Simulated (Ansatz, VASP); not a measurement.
**Rh in VASP and in Ansatz**

```
Rh
1.0
     2.72717    0.00000    0.00000
    -1.36358    2.36180    0.00000
     0.00000    0.00000    8.91385
Rh
4
Direct
  0.66667 0.33333 0.75000
  0.00000 0.00000 0.50000
  0.33333 0.66667 0.25000
  0.00000 0.00000 0.00000
```

This isn't the form of Rh at room conditions, which is fcc.

Alike in both runs: task single point; functional r2SCAN; k mesh 11 × 11 × 3; occupations fermi-dirac, width 0.05 eV; no spin polarisation.

|  | VASP | Ansatz |
| --- | --- | --- |
| version | VASP 6.6.1 | Ansatz 0.2.0 |
| potentials or method | VASP PAW PBE potentials, release 64 (Rh_pv) | Ansatz PAW |
| plane-wave cutoff (eV) | 520 | 500 |
| valence electrons in the cell | 60 | 68 |

Ansatz gave:

- gap on the k mesh at the Fermi level (eV): none
- pressure (GPa): -10.9
- largest component of the traceless stress (GPa): 0.93

Question: What did VASP give for the same quantities?

Answer: gap on the k mesh at the Fermi level (eV): none; pressure (GPa): -9.9; largest component of the traceless stress (GPa): 0.94.

A gap of «none» marks a metal or a gap that the smearing closes. The two sets of potentials don't hold the same shells in valence.

Caveats: the PAW data sets were made with another functional, which shifts forces and pressure a little (VASP); the PAW data sets come from PBE, with cores solved anew for the run's functional, which leaves a small shift of forces and pressure (Ansatz).
